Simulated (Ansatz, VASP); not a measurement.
## MnS: VASP beside Ansatz

```xyz
2
Lattice="0.0000 2.6045 2.6045 2.6045 0.0000 2.6045 2.6045 2.6045 0.0000" Properties=species:S:1:pos:R:3 pbc="T T T"
Mn    0.0000    0.0000    0.0000
S     2.6045    2.6045    2.6045
```

Alike in both runs: task single point; functional PBE; k mesh 12 × 12 × 12; occupations gaussian, width 0.05 eV; no spin polarisation.

|  | VASP | Ansatz |
| --- | --- | --- |
| version | VASP 6.6.1 | Ansatz 0.2.0 |
| potentials or method | VASP PAW PBE potentials, release 64 (Mn_pv, S) | scalar-relativistic, plane waves, PAW |
| plane-wave cutoff (eV) | 520 | 420 |
| valence electrons in the cell | 19 | 21 |

|  | VASP | Ansatz | Ansatz less VASP |
| --- | --- | --- | --- |
| gap on the k mesh at the Fermi level (eV) | none | none | - |
| pressure (GPa) | -23.4 | -23.5 | -0.12 |

A gap of «none» marks a metal or a gap that the smearing closes. The two sets of potentials don't hold the same shells in valence.

Caveats: so large a pressure means that the cell lies far from this level's equilibrium, or that cutoff or potentials fall short (VASP); the run has no spin polarisation, though such a crystal can be magnetic; semilocal functionals often make such compounds metallic where correlation or magnetic order opens a gap, which also shifts bond lengths. Spin polarisation is off, so any magnetic state and its effect on volume and gap are missing. With open d or f shells a metallic result of PBE can be an artefact of self-interaction; +U or a hybrid may open a gap.
